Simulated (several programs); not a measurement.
# Many methods on one cell: MgO (CsCl type)

MgO built on the CsCl prototype, relaxed with r2SCAN in Ansatz, was computed with several methods. Space group Pm-3m (No. 221), cubic; conventional cell a = 2.623 Å, 9.03 Å³ an atom. Mg has 8 O at 2.27 Å; O has 8 Mg at 2.27 Å. The calculation is spin-unpolarised, and the structure need not be a phase that has been made.

```cif
data_structure
_symmetry_space_group_name_H-M 'Pm-3m'
_symmetry_Int_Tables_number 221
_cell_length_a 2.6233
_cell_length_b 2.6233
_cell_length_c 2.6233
_cell_angle_alpha 90.000
_cell_angle_beta 90.000
_cell_angle_gamma 90.000
_cell_volume 18.05
loop_
_atom_site_label
_atom_site_type_symbol
_atom_site_symmetry_multiplicity
_atom_site_Wyckoff_symbol
_atom_site_fract_x
_atom_site_fract_y
_atom_site_fract_z
_atom_site_occupancy
Mg1 Mg 1 a 0.00000 0.00000 0.00000 1
O1 O 1 b 0.50000 0.50000 0.50000 1
```

Gaps and times are for a single point on this cell; volume and bulk modulus come from each method's own relaxation or energy curve at fixed shape. Times are rough, from shared hosts (Arm Neoverse N1; Arm Neoverse V2; Intel Xeon 6975P-C), and each method has its own mesh and cell size. A dagger marks a closed or tiny gap in a crystal that DFT finds insulating: a failure of the method or a wrong SCF state. PM6 (MOPAC), PM7 (MOPAC), GFN1-xTB (tblite), GFN2-xTB (tblite) treat a cluster of cells at its zone centre, which samples few k points: where these miss a band edge, the gap comes out too large for that reason alone. Gaps from k meshes are read at a limited set of points (mesh, symmetry points, PBE's band edges), so each method's own least gap may be somewhat smaller. xTB and the PM methods were fitted mostly to molecules, and can miss a solid's gap by electronvolts. Minimal bases can be far off for gaps. Times of the plane-wave ladder aren't listed, since it ran on unlike processors and cards. GLLB-SC's gap includes the derivative discontinuity. G0W0 is at finite bands, cutoff and mesh. d marks a direct gap, i an indirect one (no mark: not told apart), a dash a value that wasn't computed or didn't pass its checks.

```json
{"method": "PBEsol", "kind": "semilocal", "gap (eV)": "–", "own volume (Å³/atom)": "9.13", "bulk modulus (GPa)": "–", "atoms computed": "2", "processor time": "–"}
{"method": "light PBE (260 eV and a coarse mesh)", "kind": "light plane-wave", "gap (eV)": "2.55 i", "own volume (Å³/atom)": "–", "bulk modulus (GPa)": "–", "atoms computed": "2", "processor time": "0.44 s"}
{"method": "LDA", "kind": "semilocal", "gap (eV)": "2.57 i", "own volume (Å³/atom)": "8.77", "bulk modulus (GPa)": "–", "atoms computed": "2", "processor time": "–"}
{"method": "PBE", "kind": "semilocal", "gap (eV)": "2.64 i", "own volume (Å³/atom)": "9.41", "bulk modulus (GPa)": "138", "atoms computed": "2", "processor time": "–"}
{"method": "r2SCAN", "kind": "semilocal", "gap (eV)": "3.49 i", "own volume (Å³/atom)": "9.03", "bulk modulus (GPa)": "158", "atoms computed": "2", "processor time": "–"}
{"method": "GLLB-SC (GPAW)", "kind": "model potential", "gap (eV)": "5.26", "own volume (Å³/atom)": "–", "bulk modulus (GPa)": "–", "atoms computed": "2", "processor time": "4 s"}
{"method": "PM7 (MOPAC)", "kind": "semi-empirical", "gap (eV)": "2.50", "own volume (Å³/atom)": "–", "bulk modulus (GPa)": "–", "atoms computed": "cluster", "processor time": "4.9 s"}
{"method": "PM6 (MOPAC)", "kind": "semi-empirical", "gap (eV)": "0.00†", "own volume (Å³/atom)": "–", "bulk modulus (GPa)": "–", "atoms computed": "cluster", "processor time": "6.6 s"}
{"method": "PBE/SZV (CP2K)", "kind": "small basis", "gap (eV)": "0.00†", "own volume (Å³/atom)": "–", "bulk modulus (GPa)": "–", "atoms computed": "2", "processor time": "6.7 s"}
{"method": "GFN1-xTB (tblite)", "kind": "tight binding", "gap (eV)": "0.00†", "own volume (Å³/atom)": "–", "bulk modulus (GPa)": "–", "atoms computed": "cluster", "processor time": "7.3 s"}
{"method": "PBE/DZVP (CP2K)", "kind": "small basis", "gap (eV)": "2.35 i", "own volume (Å³/atom)": "9.69", "bulk modulus (GPa)": "132", "atoms computed": "2", "processor time": "9.2 s"}
{"method": "PBE0", "kind": "hybrid", "gap (eV)": "4.94 i", "own volume (Å³/atom)": "–", "bulk modulus (GPa)": "–", "atoms computed": "2", "processor time": "–"}
{"method": "PBE/single zeta (GPAW)", "kind": "small basis", "gap (eV)": "2.14 i", "own volume (Å³/atom)": "–", "bulk modulus (GPa)": "–", "atoms computed": "2", "processor time": "13 s"}
{"method": "G0W0@LDA (140 eV screening cutoff)", "kind": "many-body", "gap (eV)": "4.52", "own volume (Å³/atom)": "–", "bulk modulus (GPa)": "–", "atoms computed": "2", "processor time": "–"}
{"method": "LC-ωPBE", "kind": "hybrid", "gap (eV)": "9.80 i", "own volume (Å³/atom)": "–", "bulk modulus (GPa)": "–", "atoms computed": "2", "processor time": "–"}
{"method": "G0W0@r2SCAN (140 eV screening cutoff)", "kind": "many-body", "gap (eV)": "4.93", "own volume (Å³/atom)": "–", "bulk modulus (GPa)": "–", "atoms computed": "2", "processor time": "–"}
{"method": "GFN2-xTB (tblite)", "kind": "tight binding", "gap (eV)": "0.00†", "own volume (Å³/atom)": "–", "bulk modulus (GPa)": "–", "atoms computed": "cluster", "processor time": "25 s"}
{"method": "HSE06", "kind": "hybrid", "gap (eV)": "4.20 i", "own volume (Å³/atom)": "8.99", "bulk modulus (GPa)": "–", "atoms computed": "2", "processor time": "–"}
{"method": "Hartree-Fock", "kind": "exact exchange", "gap (eV)": "12.94 i", "own volume (Å³/atom)": "–", "bulk modulus (GPa)": "–", "atoms computed": "2", "processor time": "–"}
{"method": "G0W0@HSE06 (140 eV screening cutoff)", "kind": "many-body", "gap (eV)": "5.27", "own volume (Å³/atom)": "–", "bulk modulus (GPa)": "–", "atoms computed": "2", "processor time": "–"}
{"method": "DDH-PBE0", "kind": "hybrid", "gap (eV)": "5.12 i", "own volume (Å³/atom)": "–", "bulk modulus (GPa)": "–", "atoms computed": "2", "processor time": "–"}
{"method": "G0W0@PBE (220 eV screening cutoff)", "kind": "many-body", "gap (eV)": "4.62", "own volume (Å³/atom)": "–", "bulk modulus (GPa)": "–", "atoms computed": "2", "processor time": "–"}
```

Against HSE06 (4.20 eV) and with closed or daggered gaps left aside, the nearest gap at the points sampled is that of G0W0@LDA (140 eV screening cutoff) (+0.32 eV) and the farthest that of Hartree-Fock (+8.74 eV). HSE06 is only a yardstick of convenience: for gaps this wide it usually falls short of measured ones, so a larger value can be the better one.

Volumes against r2SCAN's: PBEsol +1.2 %, LDA -2.8 %, PBE +4.2 %, PBE/DZVP (CP2K) +7.4 %, HSE06 -0.5 %.
